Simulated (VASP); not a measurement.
# CaS (I4/mmm) in VASP: further runs, part 2 of 2

VASP 6.6.1. Earlier steps stand in the parts before.

## 3. Single point, LDA

This run uses another cell than the first one, of 21.38 Å³/atom, 1.008 times its volume.

INCAR

```
SYSTEM = CaS
PREC = Accurate
ENCUT = 520
EDIFF = 1E-7
ISMEAR = 0
SIGMA = 0.02
LREAL = .FALSE.
LASPH = .TRUE.
NELM = 100
ALGO = Normal
ISIF = 2
LWAVE = .FALSE.
LCHARG = .FALSE.
NBANDS = 24
```

KPOINTS

```
regular mesh
0
G
  8 8 6
  0 0 0
```

POSCAR

```
CaS
1.0
    3.8990893795      0.0000000000      0.0000000000
    0.0000000000      3.8990893795      0.0000000000
    0.0000000000      0.0000000000      5.6245824627
Ca S
2 2
Direct
    0.0000000000      0.0000000000      0.0000000000
    0.5000000000      0.5000000000      0.5000000000
    0.5000000000      0.5000000000      0.0000000000
    0.0000000000      0.0000000000      0.5000000000
```

Potentials or basis: VASP PAW LDA potentials, release 64 (Ca_sv, S).

Started as:

```console
> cat potpaw_LDA.64/Ca_sv/POTCAR potpaw_LDA.64/S/POTCAR > POTCAR
> mpirun -np 1 vasp_std > vasp.out
```

OUTCAR:

```text
SYSTEM = CaS
   PREC = Accurate
   ENCUT = 520
   EDIFF = 1E-7
   ISMEAR = 0
   LREAL = .FALSE.
   LASPH = .TRUE.
   NELM = 100
   ISIF = 2

 ion  position               nearest neighbor table
   1  0.000  0.000  0.000-   3 2.76   3 2.76   3 2.76   3 2.76   4 2.81   4 2.81
   2  0.500  0.500  0.500-   4 2.76   4 2.76   4 2.76   4 2.76   3 2.81   3 2.81
   3  0.500  0.500  0.000-   1 2.76   1 2.76   1 2.76   1 2.76   2 2.81   2 2.81
   4  0.000  0.000  0.500-   2 2.76   2 2.76   2 2.76   2 2.76   1 2.81   1 2.81

  LATTYP: Found a simple tetragonal cell.
 ALAT       =     3.8990893795
 C/A-ratio  =     1.4425374530

  Lattice vectors:

 A1 = (   3.8990893795,   0.0000000000,   0.0000000000)
 A2 = (   0.0000000000,   3.8990893795,   0.0000000000)
 A3 = (   0.0000000000,   0.0000000000,   5.6245824627)

Analysis of symmetry for initial positions (statically):
=====================================================================
 Subroutine PRICEL returns following result:

  LATTYP: Found a body centered tetragonal cell.
 ALAT       =     3.8990893795
 C/A-ratio  =     1.4425374530

  Lattice vectors:

 A1 = (   1.9495446898,  -1.9495446898,  -2.8122912314)
 A2 = (  -1.9495446898,   1.9495446898,  -2.8122912314)
 A3 = (   1.9495446898,   1.9495446897,   2.8122912314)

   2 primitive cells build up your supercell.

 Routine SETGRP: Setting up the symmetry group for a
 simple tetragonal supercell.

 Subroutine GETGRP returns: Found 16 space group operations
 (whereof 16 operations were pure point group operations)
 out of a pool of 16 trial point group operations.

The static configuration has the point symmetry D_4h.

Analysis of symmetry for dynamics (positions and initial velocities):
=====================================================================
 Subroutine PRICEL returns following result:

  LATTYP: Found a body centered tetragonal cell.
 ALAT       =     3.8990893795
 C/A-ratio  =     1.4425374530

  Lattice vectors:

 A1 = (   1.9495446898,  -1.9495446898,  -2.8122912314)
 A2 = (  -1.9495446898,   1.9495446898,  -2.8122912314)
 A3 = (   1.9495446898,   1.9495446897,   2.8122912314)

   2 primitive cells build up your supercell.

 Routine SETGRP: Setting up the symmetry group for a
 simple tetragonal supercell.

 Subroutine GETGRP returns: Found 16 space group operations
 (whereof 16 operations were pure point group operations)
 out of a pool of 16 trial point group operations.

The dynamic configuration has the point symmetry D_4h.

 Subroutine INISYM returns: Found 16 space group operations
 (whereof 16 operations are pure point group operations),
 and found     2 'primitive' translations

----------------------------------------------------------------------------------------

                                     Primitive cell

  volume of cell :      42.7550

  direct lattice vectors                    reciprocal lattice vectors
     1.949544690 -1.949544690 -2.812291231     0.256470140  0.000000000 -0.177790975
    -1.949544690  1.949544690 -2.812291231     0.000000000  0.256470140 -0.177790975
     1.949544690  1.949544690  2.812291231     0.256470140  0.256470140  0.000000000

  length of vectors
     3.938328448  3.938328448  3.938328448     0.312068203  0.312068203  0.362703551

  position of ions in fractional coordinates (direct lattice)
     0.000000000  0.000000000  0.000000000
[... 35 lines left out ...]
  0.000000  0.000000  0.000000      1.000000
  0.125000  0.000000  0.000000      4.000000
  0.250000  0.000000  0.000000      4.000000
  0.375000  0.000000  0.000000      4.000000
  0.500000  0.000000  0.000000      2.000000
  0.125000  0.125000  0.000000      4.000000
[... 16 lines left out ...]
  0.375000  0.125000  0.166667     16.000000
  0.500000  0.125000  0.166667      8.000000
 [... further k-points ...]
   k-points           NKPTS =     60   k-points in BZ     NKDIM =     60   number of bands    NBANDS=     24
   number of dos      NEDOS =    301   number of ions     NIONS =      4
   total plane-waves  NPLWV =  37800
   dimension x,y,z NGX =    30 NGY =   30 NGZ =   42
   dimension x,y,z NGXF=    60 NGYF=   60 NGZF=   84
   ions per type =               2   2
   NGX,Y,Z   is equivalent  to a cutoff of  12.79, 12.79, 12.41 a.u.
   NGXF,Y,Z  is equivalent  to a cutoff of  25.58, 25.58, 24.83 a.u.
 SYSTEM =  CaS
   PREC   = accura    normal or accurate (medium, high low for compatibility)
   ISTART =      0    job   : 0-new  1-cont  2-samecut
   ICHARG =      2    charge: 1-file 2-atom 10-const
   ISPIN  =      1    spin polarized calculation?
   LNONCOLLINEAR =      F non collinear calculations
   LSORBIT =      F    spin-orbit coupling
   LASPH  =      T    aspherical Exc in radial PAW
   ENCUT  =  520.0 eV  38.22 Ry    6.18 a.u.   7.25  7.25 10.46*2*pi/ulx,y,z
   NELM   =    100;   NELMIN=  2; NELMDL= -5     # of ELM steps
   EDIFF  = 0.1E-06   stopping-criterion for ELM
   LREAL  =      F    real-space projection
   EDIFFG = 0.1E-05   stopping-criterion for IOM
   NSW    =      0    number of steps for IOM
   IBRION =     -1    ionic relax: 0-MD 1-quasi-New 2-CG
   NFREE  =      0    steps in history (QN), initial steepest desc. (CG)
   ISIF   =      2    stress and relaxation
   ISYM   =      2    0-nonsym 1-usesym 2-fastsym
   POTIM  = 0.5000    time-step for ionic-motion
   TEBEG  =    0.0;   TEEND  =   0.0 temperature during run
   PSTRESS=    0.0 pullay stress
   NELECT =      32.0000    total number of electrons
   NUPDOWN=      -1.0000    fix difference up-down
   EMIN   =  10.00;   EMAX   =-10.00  energy-range for DOS
   EFERMI =   0.00;   METHOD = LEGACY
   ISMEAR =     0;   SIGMA  =   0.02  broadening in eV -4-tet -1-fermi 0-gaus
   EFERMI_NEDOS =   21; number of points for ismear=-14 and -15
   IALGO  =     38    algorithm
   IMIX   =      4    mixing-type and parameters
     AMIX     =   0.40;   BMIX     =  1.00
     AMIX_MAG =   1.60;   BMIX_MAG =  1.00
  volume/ion in A,a.u.               =      21.38       144.26
  Fermi-wavevector in a.u.,A,eV,Ry     =   1.179739  2.229383 18.936372  1.391784
  Thomas-Fermi vector in A             =   2.316044
   LORBIT       =      0    0 simple, 1 ext, 2 COOP (PROOUT), +10 PAW based schemes
   GGA     = CA    functional components
   LHFCALC =     F    Hartree Fock is set to
   AEXX    =    0.0000 exact exchange contribution
   IVDW    =     0    specifies the selected vdW correction
   LEPSILON=     F    determine dielectric tensor
   LRPA    =     F    only Hartree local field effects (RPA)
 non-spin polarized calculation
 Gauss-broadening in eV      SIGMA  =   0.02
  energy-cutoff  :      520.00
  volume of cell :       85.51
 maximum number of plane-waves:      2324
 NGX is ok and might be reduce to    30
   NGX = 15   NGY = 15   NGZ = 21

 number of electron      32.0000005 magnetization

 Free energy of the ion-electron system (eV)
  ---------------------------------------------------
  ext. energy  EPLUGINS =         0.00000000
  ---------------------------------------------------
  free energy    TOTEN  =       -22.85553411 eV

  energy without entropy =      -22.85553411  energy(sigma->0) =      -22.85553411

 E-fermi :   3.2896     XC(G=0): -10.0294

 val. band max:        3.1489992860   @ k =   0.0000   0.0000   0.0000
 cond. band min:       5.0771851756   @ k =   0.5000   0.5000   0.0000
 fundamental gap:      1.9281858896
 Fermi energy:         3.2896134219

 k-point     1 :       0.0000    0.0000    0.0000
  band No.  band energies     occupation
      1     -35.3514      2.00000
      2     -35.3280      2.00000
      3     -16.8185      2.00000
      4     -16.7058      2.00000
      5     -16.7058      2.00000
      6     -16.6400      2.00000
[... 637 lines left out ...]
     23       9.6060      0.00000
     24       9.6060      0.00000

 [... further k-points ...]

------------------------ aborting loop because EDIFF is reached ----------------------------------------

  FORCE on cell =-STRESS in cart. coord.  units (eV):
  Direction    XX          YY          ZZ          XY          YZ          ZX
  --------------------------------------------------------------------------------------
  -------------------------------------------------------------------------------------
  Total        0.9207214      0.9207214     -0.5027592      0.0000000      0.0000000      0.0000000
  in kB       17.2513125     17.2513125     -9.4200662      0.0000000      0.0000000      0.0000000
  external PRESSURE =       8.3608529 kB  Pullay stress =       0.0000000 kB

 VOLUME and BASIS-vectors are now :
 -----------------------------------------------------------------------------
  energy-cutoff  :      520.00
  volume of cell :       85.51
      direct lattice vectors                 reciprocal lattice vectors
     3.899089379  0.000000000  0.000000000     0.256470140  0.000000000  0.000000000
     0.000000000  3.899089379  0.000000000     0.000000000  0.256470140  0.000000000
     0.000000000  0.000000000  5.624582463     0.000000000  0.000000000  0.177790975

 POSITION                                       TOTAL-FORCE (eV/Angst)
 -----------------------------------------------------------------------------------
      0.00000      0.00000      0.00000        -0.000000     -0.000000     -0.000000
      1.94954      1.94954      2.81229         0.000000      0.000000      0.000000
      1.94954      1.94954      0.00000         0.000000      0.000000      0.000000
      0.00000      0.00000      2.81229        -0.000000     -0.000000     -0.000000
 -----------------------------------------------------------------------------------
    total drift:                                0.000000      0.000000      0.000000

  FREE ENERGIE OF THE ION-ELECTRON SYSTEM (eV)
  ---------------------------------------------------
  free  energy   TOTEN  =       -22.8555341078 eV

  energy  without entropy=      -22.8555341078  energy(sigma->0) =      -22.85553411
```

OSZICAR:

```text
N       E                     dE             d eps       ncg     rms          rms(c)
DAV:   1     0.270595924353E+03    0.27060E+03   -0.15296E+04  2880   0.127E+03
DAV:   2    -0.451672205091E+01   -0.27511E+03   -0.26288E+03  3328   0.341E+02
DAV:   3    -0.226304378486E+02   -0.18114E+02   -0.17959E+02  4768   0.776E+01
DAV:   4    -0.234260887150E+02   -0.79565E+00   -0.79371E+00  4432   0.136E+01
DAV:   5    -0.234445568250E+02   -0.18468E-01   -0.18466E-01  4120   0.171E+00    0.745E+00
DAV:   6    -0.229262180797E+02    0.51834E+00   -0.11057E+00  3616   0.395E+00    0.504E+00
DAV:   7    -0.228615517040E+02    0.64666E-01   -0.26060E-01  4144   0.249E+00    0.219E+00
DAV:   8    -0.228559348034E+02    0.56169E-02   -0.37653E-02  4128   0.127E+00    0.254E-01
DAV:   9    -0.228554432264E+02    0.49158E-03   -0.27837E-03  3776   0.347E-01    0.928E-02
DAV:  10    -0.228555357277E+02   -0.92501E-04   -0.47005E-04  5352   0.124E-01    0.261E-02
DAV:  11    -0.228555364667E+02   -0.73907E-06   -0.82894E-05  3768   0.768E-02    0.141E-02
DAV:  12    -0.228555340841E+02    0.23826E-05   -0.10945E-05  4176   0.217E-02    0.572E-03
DAV:  13    -0.228555341078E+02   -0.23718E-07   -0.37755E-07  3416   0.466E-03
   1 F= -.22855534E+02 E0= -.22855534E+02  d E =-.200269E-25
```

Run time: 59 s. Hardware: 1 thread of Intel Xeon 6975P-C (Granite Rapids), shared host; peak memory 0.23 GiB.

What came out:

- Free energy: -22.8555 eV
- Pressure: 0.8 GPa
- Band gap on the k mesh: 1.93 eV

Levels at points of the mesh, in eV from the valence-band top:
```tsv
k point	band 12	band 13	band 14	band 15	band 16	band 17	band 18	band 19	band 20	band 21
(0.00, 0.00, 0.00)	-0.83	-0.83	-0.03	0.00	0.00	1.94	3.82	3.97	3.97	4.28
(0.50, 0.00, 0.00)	-2.81	-1.57	-1.57	-1.31	-1.31	5.14	5.14	5.44	5.44	5.59
(0.50, 0.50, 0.00)	-2.45	-0.92	-0.92	-0.90	-0.90	1.93	1.93	5.59	5.59	6.15
(0.00, 0.00, 0.50)	-2.20	-0.56	-0.56	-0.56	-0.56	2.72	2.72	5.08	5.08	5.43
(0.50, 0.00, 0.50)	-3.47	-1.38	-1.38	-1.37	-1.37	5.16	5.16	6.13	6.13	6.22
(0.50, 0.50, 0.50)	-1.96	-1.96	-1.96	-1.72	-1.72	4.60	4.60	4.60	4.60	6.10
```

## 4. Single point, LDA

INCAR

```
PREC = Accurate
ENCUT = 520
EDIFF = 1E-6
ISMEAR = 0
SIGMA = 0.02
LREAL = False
LASPH = True
NELM = 100
ALGO = Normal
ISIF = 2
LWAVE = False
LCHARG = False
NBANDS = 24
```

KPOINTS

```
regular mesh
0
Gamma
  8 8 6
```

POSCAR, as its differences from that of step 3:

```diff
@@ -4,3 +4,3 @@
     0.0000000000      3.8990893795      0.0000000000
-    0.0000000000      0.0000000000      5.6245824627
+    0.0000000000      0.0000000000      5.5802650954
 Ca S
```

Started as:

```console
> cat potpaw_LDA.64/Ca_sv/POTCAR potpaw_LDA.64/S/POTCAR > POTCAR
> mpirun -np 1 vasp_std > vasp.out
```

Run time: 58 s. Hardware: 1 thread of Intel Xeon 6975P-C (Granite Rapids), shared host; peak memory 0.23 GiB.

Results (log left out):

```
Free energy            : -22.8568 eV
Pressure               : 1.4 GPa
Band gap on the k mesh : 1.91 eV
```

Stress tensor (GPa, compression positive):
```
1.92 0.00 0.00
0.00 1.92 0.00
0.00 0.00 0.24
```

Levels at points of the mesh, in eV from the valence-band top:
| k point | band 13 | band 14 | band 15 | band 16 | band 17 | band 18 | band 19 | band 20 |
| --- | --- | --- | --- | --- | --- | --- | --- | --- |
| (0.00, 0.00, 0.00) | -0.85 | -0.02 | 0.00 | 0.00 | 1.92 | 3.85 | 3.95 | 3.95 |
| (0.50, 0.00, 0.00) | -1.57 | -1.57 | -1.32 | -1.32 | 5.13 | 5.13 | 5.43 | 5.43 |
| (0.50, 0.50, 0.00) | -0.90 | -0.90 | -0.90 | -0.90 | 1.91 | 1.91 | 5.61 | 5.61 |
| (0.00, 0.00, 0.50) | -0.58 | -0.58 | -0.58 | -0.58 | 2.72 | 2.72 | 5.09 | 5.09 |
| (0.50, 0.00, 0.50) | -1.40 | -1.40 | -1.39 | -1.39 | 5.18 | 5.18 | 6.16 | 6.16 |
| (0.50, 0.50, 0.50) | -1.98 | -1.98 | -1.75 | -1.75 | 4.65 | 4.65 | 4.65 | 4.65 |

A k mesh can miss the band edges. Expect the measured gap to be larger: semilocal functionals such as LDA lack the derivative discontinuity.
